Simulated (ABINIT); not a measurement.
Pd:

```
CELL_PARAMETERS angstrom
0.00000 1.94650 1.94650
1.94650 0.00000 1.94650
1.94650 1.94650 0.00000
ATOMIC_POSITIONS crystal
Pd 0.00000 0.00000 0.00000
```

Base run:

* Program: ABINIT 10.8.3 (patched build)
* Functional: SOGGA
* Potentials or basis: JTH PAW PBE v2.0
* Cutoff: 626 eV
* k mesh: 12 × 12 × 12
* Occupations: fermi-dirac, width 0.05 eV
* Spin: no spin polarisation

Its results: band gap on the k mesh none (metal or under the smearing width); pressure -5.6 GPa.

**Question.** After a change of settings the same cell gave: band gap on the k mesh none (metal or under the smearing width); pressure 18.1 GPa. Which change was it?
A. functional from SOGGA to revPBE
B. functional from SOGGA to BLYP; potentials or basis from JTH PAW PBE v2.0 to PseudoDojo NC SR PBE v0.4.1 standard; cutoff from 626 eV to 1116 eV
C. functional from SOGGA to revPBE; potentials or basis from JTH PAW PBE v2.0 to PseudoDojo NC SR PBE v0.4.1 standard; cutoff from 626 eV to 1116 eV
D. functional from SOGGA to LDA-Teter; potentials or basis from JTH PAW PBE v2.0 to JTH PAW LDA v2.0

**Answer.** B.

Caveats: the PAW data sets were made with another functional, which shifts forces and pressure a little (some runs); so large a pressure means that the cell lies far from this level's equilibrium, or that cutoff or potentials fall short (some runs); the potentials were made for another functional, which shifts forces and pressure (some runs).

Runs at the PBE level aren't shown here.
